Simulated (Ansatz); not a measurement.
# How fast does C move in C?

Theory: DFT PBE, scalar-relativistic, plane waves, PAW in Ansatz 0.2.0. Settings: 420 eV cutoff, 4×4×4 k-mesh, Gaussian smearing of 0.10 eV, no spin polarisation.

Host crystal, relaxed:

```
C
1.0
     1.23326    0.71202    8.57567
    -1.23326    0.71202    8.57567
     0.00000   -1.42404    8.57567
C
4
Direct
  0.91756 0.91756 0.91756
  0.25089 0.25089 0.25089
  0.74911 0.74911 0.74911
  0.08244 0.08244 0.08244
```

In a supercell of 28 host sites, interstitial C hops to an equivalent place, moving 1.06 Å. Climbing-image nudged elastic band at fixed cell; the order of the saddle wasn't checked, and the small cell leaves errors of about a tenth of an eV.

```tsv
image	path (Å)	E − E(0) (eV)
0	0.00	0.000
1	0.94	0.004
2	1.87	0.385
3	3.65	0.003
4	5.43	0.021
5	7.22	0.011
6	9.00	0.000
```

Q: What are the barriers forward and back, and what attempt frequency does the shape suggest?

A: Forward 0.38 eV, back 0.38 eV, the ends being level. For a sinusoidal profile E_b sin²(πx/l), with the C atom alone moving, ν = (1/l)√(E_b/2m) = 1.2×10¹³ s⁻¹, within an order of magnitude of the customary 10¹³ s⁻¹; a true prefactor needs the vibrations at the minimum and at the saddle.

Q: With ν = 10¹³ s⁻¹, give the forward jump rate along this one path, the wait 1/k for that jump, the diffusivity D ≈ l²k and the distance √(Dt) covered in an hour at 300, 600 and 1000 K, taking the host as solid throughout.

A: k = ν exp(−E_b/k_BT):
| T (K) | k (1/s) | wait (s) | D (cm²/s) | √(Dt) in 1 h (nm) |
| --- | --- | --- | --- | --- |
| 300 | 3.5×10⁶ | 2.9×10⁻⁷ | 3.9×10⁻¹⁰ | 1.2×10⁴ |
| 600 | 5.9×10⁹ | 1.7×10⁻¹⁰ | 6.6×10⁻⁷ | 4.9×10⁵ |
| 1000 | 1.2×10¹¹ | 8.7×10⁻¹² | 1.3×10⁻⁵ | 2.2×10⁶ |

D = l²k holds for six equivalent jumps in three dimensions (z l²k/6) and is a scale otherwise. Long-range transport needs a connected net of such jumps, and traps slow it. D is that of an interstitial already there; self-diffusion in the crystal is slower by the defects' share of the sites. An error of 0.1 eV in the barrier changes k by a factor of 48 at 300 K and 3.2 at 1000 K.

Cost: 1 run of about 88 core-minutes, on Oxide Virtual Turin-like Processor (Zen 5) (shared hosts).